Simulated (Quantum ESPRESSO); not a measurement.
# Sb in Quantum ESPRESSO: work function with PBE

Aim: the work function of Sb with PBE.

All numbers are computed with Quantum ESPRESSO 7.5; they aren't measurements. Logs are shortened: lines on timing, memory, paths and dates and some standing lists are left out, and cuts for length are marked.

## 1. The structure

The cell holds a slab with vacuum, 7 atoms: a = 3.369 Å, b = 3.369 Å, c = 30.990 Å, α = 90.00°, β = 90.00°, γ = 120.00°.

## 2. Work function, PBE

pw.in reads:

```
&CONTROL
  calculation = 'scf'
  prefix = 'pwscf'
  outdir = './tmp'
  pseudo_dir = './pseudo'
  tprnfor = .true.
  disk_io = 'low'
/
&SYSTEM
  ibrav = 0
  celldm(1) = 8
  nat = 7
  ntyp = 1
  ecutwfc = 80
  nbnd = 67
  occupations = 'smearing'
  smearing = 'fd'
  degauss = 0.00367493
/
&ELECTRONS
  conv_thr = 7d-09
  electron_maxstep = 150
  mixing_beta = 0.3
  mixing_mode = 'local-TF'
/
ATOMIC_SPECIES
Sb   121.7600 Sb.upf
CELL_PARAMETERS alat
  0.7958109566276  -0.0000000000000   0.0000000000000
 -0.3979054783082   0.6891925050599   0.0000000000000
  0.0000000000000   0.0000000000000   7.3203265752691
ATOMIC_POSITIONS crystal
Sb     0.6666666667    0.3333333334    0.2420135528
Sb     0.3333333333    0.6666666666    0.3280090352
Sb     0.6666666667    0.3333333334    0.4140045176
Sb     0.3333333333    0.6666666666    0.5000000000
Sb     0.6666666667    0.3333333334    0.5859954824
Sb     0.3333333333    0.6666666666    0.6719909648
Sb     0.6666666667    0.3333333334    0.7579864472
K_POINTS automatic
9 9 1 0 0 0
```

pp_density.in reads:

```
&INPUTPP
  prefix = 'pwscf'
  outdir = './tmp'
  filplot = 'density.dat'
  plot_num = 0
/
&PLOT
  nfile = 1
  filepp(1) = 'density.dat'
  iflag = 3
  output_format = 6
  fileout = 'density.cube'
/
```

pp_potential.in reads:

```
&INPUTPP
  prefix = 'pwscf'
  outdir = './tmp'
  filplot = 'potential.dat'
  plot_num = 11
/
&PLOT
  nfile = 1
  filepp(1) = 'potential.dat'
  iflag = 3
  output_format = 6
  fileout = 'potential.cube'
/
```

pp_elf.in reads:

```
&INPUTPP
  prefix = 'pwscf'
  outdir = './tmp'
  filplot = 'elf.dat'
  plot_num = 8
/
&PLOT
  nfile = 1
  filepp(1) = 'elf.dat'
  iflag = 3
  output_format = 6
  fileout = 'elf.cube'
/
```

Potentials or basis: PseudoDojo 0.4.1 SR PBE standard.

The run is started by

```bash
> OMP_NUM_THREADS=1 pw.x -in pw.in > pw.out
> OMP_NUM_THREADS=1 pp.x -in pp_density.in > pp_density.out
> OMP_NUM_THREADS=1 pp.x -in pp_potential.in > pp_potential.out
> OMP_NUM_THREADS=1 pp.x -in pp_elf.in > pp_elf.out
```

pw.out:

```text
This program is part of the open-source Quantum ESPRESSO suite
     for quantum simulation of materials; please cite
[... 9 lines left out ...]
     --------------------
     sticks:   dense  smooth     PW     G-vecs:    dense   smooth      PW
     Sum         889     889    253               198465   198465   30743

     Using Slab Decomposition

     bravais-lattice index     =            0
     lattice parameter (alat)  =       8.0000  a.u.
     unit-cell volume          =    2055.6581 (a.u.)^3
     number of atoms/cell      =            7
     number of atomic types    =            1
     number of electrons       =       105.00
     number of Kohn-Sham states=           67
     kinetic-energy cutoff     =      80.0000  Ry
     charge density cutoff     =     320.0000  Ry
     scf convergence threshold =      7.0E-09
     mixing beta               =       0.3000
     number of iterations used =            8  local-TF  mixing
     Exchange-correlation= PBE
                           (   1   4   3   4   0   0   0)

     celldm(1)=   8.000000  celldm(2)=   0.000000  celldm(3)=   0.000000
     celldm(4)=   0.000000  celldm(5)=   0.000000  celldm(6)=   0.000000

     crystal axes: (cart. coord. in units of alat)
               a(1) = (   0.795811  -0.000000   0.000000 )
               a(2) = (  -0.397905   0.689193   0.000000 )
               a(3) = (   0.000000   0.000000   7.320327 )

     reciprocal axes: (cart. coord. in units 2 pi/alat)
               b(1) = (  1.256580  0.725487 -0.000000 )
               b(2) = (  0.000000  1.450973 -0.000000 )
               b(3) = ( -0.000000 -0.000000  0.136606 )

     PseudoPot. # 1 for Sb read from file:
     Sb.upf
     Pseudo is Norm-conserving + core correction, Zval = 15.0
     Generated using ONCVPSP code by D. R. Hamann
     Using radial grid of 1434 points,  6 beta functions with:
                l(1) =   0
                l(2) =   0
                l(3) =   1
                l(4) =   1
                l(5) =   2
                l(6) =   2

     atomic species   valence    mass     pseudopotential
     Sb               15.00   121.76000     Sb( 1.00)

     12 Sym. Ops. (no inversion) found

   Cartesian axes

     site n.     atom                  positions (alat units)
         1        Sb     tau(   1) = (   0.3979055   0.2297308   1.7716182  )
         2        Sb     tau(   2) = (   0.0000000   0.4594617   2.4011333  )
         3        Sb     tau(   3) = (   0.3979055   0.2297308   3.0306483  )
         4        Sb     tau(   4) = (   0.0000000   0.4594617   3.6601633  )
         5        Sb     tau(   5) = (   0.3979055   0.2297308   4.2896783  )
         6        Sb     tau(   6) = (   0.0000000   0.4594617   4.9191933  )
         7        Sb     tau(   7) = (   0.3979055   0.2297308   5.5487083  )

     number of k points=    12  Fermi-Dirac smearing, width (Ry)=  0.0037
                       cart. coord. in units 2pi/alat
        k(    1) = (   0.0000000   0.0000000   0.0000000), wk =   0.0246914
        k(    2) = (   0.0000000   0.1612193   0.0000000), wk =   0.1481481
        k(    3) = (   0.0000000   0.3224385   0.0000000), wk =   0.1481481
        k(    4) = (   0.0000000   0.4836578   0.0000000), wk =   0.1481481
        k(    5) = (   0.0000000   0.6448771   0.0000000), wk =   0.1481481
        k(    6) = (   0.1396200   0.2418289   0.0000000), wk =   0.1481481
        k(    7) = (   0.1396200   0.4030482   0.0000000), wk =   0.2962963
        k(    8) = (   0.1396200   0.5642674   0.0000000), wk =   0.2962963
        k(    9) = (   0.1396200   0.7254867   0.0000000), wk =   0.1481481
        k(   10) = (   0.2792400   0.4836578   0.0000000), wk =   0.1481481
        k(   11) = (   0.2792400   0.6448771   0.0000000), wk =   0.2962963
        k(   12) = (   0.4188599   0.7254867   0.0000000), wk =   0.0493827

     Dense  grid:   198465 G-vectors     FFT dimensions: (  40,  40, 360)

     Initial potential from superposition of free atoms

     starting charge     104.9961, renormalised to     105.0000

     negative rho (up, down):  9.331E-06 0.000E+00
     Starting wfcs are   63 randomized atomic wfcs +    4 random wfcs

     Self-consistent Calculation

     iteration #  1     ecut=    80.00 Ry     beta= 0.30
     Davidson diagonalization with overlap
     ethr =  1.00E-02,  avg # of iterations =  6.1

     Threshold (ethr) on eigenvalues was too large:
     Diagonalizing with lowered threshold

     Davidson diagonalization with overlap
     ethr =  2.61E-05,  avg # of iterations = 11.1

     total energy              =   -1273.20355369 Ry
     estimated scf accuracy    <       0.02881955 Ry
[... 43 lines left out ...]
     iteration #  8     ecut=    80.00 Ry     beta= 0.30
     Davidson diagonalization with overlap
     ethr =  4.06E-08,  avg # of iterations =  4.2

     negative rho (up, down):  1.495E-05 0.000E+00

     total energy              =   -1273.20012901 Ry
     estimated scf accuracy    <       0.00000601 Ry

     iteration #  9     ecut=    80.00 Ry     beta= 0.30
     Davidson diagonalization with overlap
     ethr =  5.72E-09,  avg # of iterations =  5.9

     negative rho (up, down):  2.324E-07 0.000E+00

     total energy              =   -1273.20013954 Ry
     estimated scf accuracy    <       0.00000561 Ry

     iteration # 10     ecut=    80.00 Ry     beta= 0.30
     Davidson diagonalization with overlap
     ethr =  5.34E-09,  avg # of iterations =  5.1

     negative rho (up, down):  8.164E-06 0.000E+00

     total energy              =   -1273.20014087 Ry
     estimated scf accuracy    <       0.00000019 Ry

     iteration # 11     ecut=    80.00 Ry     beta= 0.30
     Davidson diagonalization with overlap
     ethr =  1.84E-10,  avg # of iterations =  4.0
[... 4 lines left out ...]
     iteration # 12     ecut=    80.00 Ry     beta= 0.30
     Davidson diagonalization with overlap
     ethr =  7.35E-11,  avg # of iterations =  2.9

     End of self-consistent calculation

          k = 0.0000 0.0000 0.0000 ( 24701 PWs)   bands (ev):

   -23.4471 -23.4397 -23.4397 -23.4213 -23.4213 -23.4191 -23.4191 -23.4164
   -23.4164 -23.4090 -23.4090 -23.4003 -23.4003 -23.3995 -23.3995 -23.3818
   -23.3815 -23.3644 -23.3644 -23.3585 -23.3585 -23.3295 -23.3295 -23.3257
   -23.3257 -23.2831 -23.2831 -23.2831 -23.2831 -23.2657 -23.2657 -23.2262
   -23.2262 -23.2262 -23.2262  -7.1084  -6.8079  -6.3243  -5.6589  -4.8805
    -4.0126  -3.2711   0.4826   1.6632   3.1938   4.9275   6.7478   8.5187
     9.3655   9.3655   9.5970   9.5970   9.7278   9.9172   9.9369   9.9369
    10.3532  10.3532  10.7156  10.7156  10.9785  10.9785  11.0391  11.0736
    11.0736  11.2052  12.6429
[... 123 lines left out ...]
   -23.4447 -23.4339 -23.4271 -23.4258 -23.4213 -23.4170 -23.4161 -23.4120
   -23.4074 -23.3886 -23.3834 -23.3811 -23.3811 -23.3799 -23.3796 -23.3518
   -23.3481 -23.3392 -23.3323 -23.3310 -23.3304 -23.3298 -23.3253 -23.3244
   -23.3208 -23.2483 -23.2483 -23.2480 -23.2480 -23.2460 -23.2460 -23.2441
   -23.2440 -23.2188 -23.2188  -2.3404  -2.2981  -2.2065  -2.1296  -2.0760
    -1.7830  -1.7629   1.4017   1.6681   1.7049   1.7322   2.1808   2.2298
     2.4441   2.8164   3.0460   3.3446   3.5314   3.7811   4.2769   4.8624
     5.4443   5.8713   6.5103   7.2302   7.7876   8.5956   8.8871   9.9026
    10.8278  12.0656  13.0074

     the Fermi energy is     5.9694 ev

!    total energy              =   -1273.20014106 Ry
     estimated scf accuracy    <          4.1E-09 Ry
     smearing contrib. (-TS)   =      -0.00224029 Ry
     internal energy E=F+TS    =   -1273.19790077 Ry

     The total energy is F=E-TS. E is the sum of the following terms:
     one-electron contribution =   -6657.66361900 Ry
     hartree contribution      =    3366.75571516 Ry
     xc contribution           =    -318.38074003 Ry
     ewald contribution        =    2336.09074310 Ry

     convergence has been achieved in  12 iterations

     Forces acting on atoms (cartesian axes, Ry/au):

     atom    1 type  1   force =    -0.00000000   -0.00000000    0.00617940
     atom    2 type  1   force =     0.00000000    0.00000000   -0.01385713
     atom    3 type  1   force =     0.00000000   -0.00000000    0.00386530
     atom    4 type  1   force =     0.00000000    0.00000000    0.00000000
     atom    5 type  1   force =     0.00000000   -0.00000000   -0.00386530
     atom    6 type  1   force =    -0.00000000   -0.00000000    0.01385713
     atom    7 type  1   force =     0.00000000   -0.00000000   -0.00617940

     Total force =     0.022143     Total SCF correction =     0.000237

=------------------------------------------------------------------------------=
   JOB DONE.
=------------------------------------------------------------------------------=
```

Wall time 10 min (1 thread of Arm Neoverse V1, shared host); peak memory 0.66 GiB.

What came out:

* Free energy: -17322.7704 eV
* Largest force: 0.356 eV/Å
* Band gap on the k mesh: none (metal or under the smearing width)
* Work function of the upper face: 4.14 eV
* Work function of the lower face: 4.14 eV

Forces on the atoms (eV/Å):
```
Sb   0.000  0.000  0.159
Sb   0.000  0.000 -0.356
Sb   0.000  0.000  0.099
Sb   0.000  0.000  0.000
Sb   0.000  0.000 -0.099
Sb   0.000  0.000  0.356
Sb   0.000  0.000 -0.159
```

Levels at points of the mesh, in eV from the Fermi level:
```
           k point  band 48  band 49  band 50  band 51  band 52  band 53  band 54  band 55  band 56  band 57
(0.00, 0.00, 0.00)     2.55     3.40     3.40     3.63     3.63     3.76     3.95     3.97     3.97     4.38
```
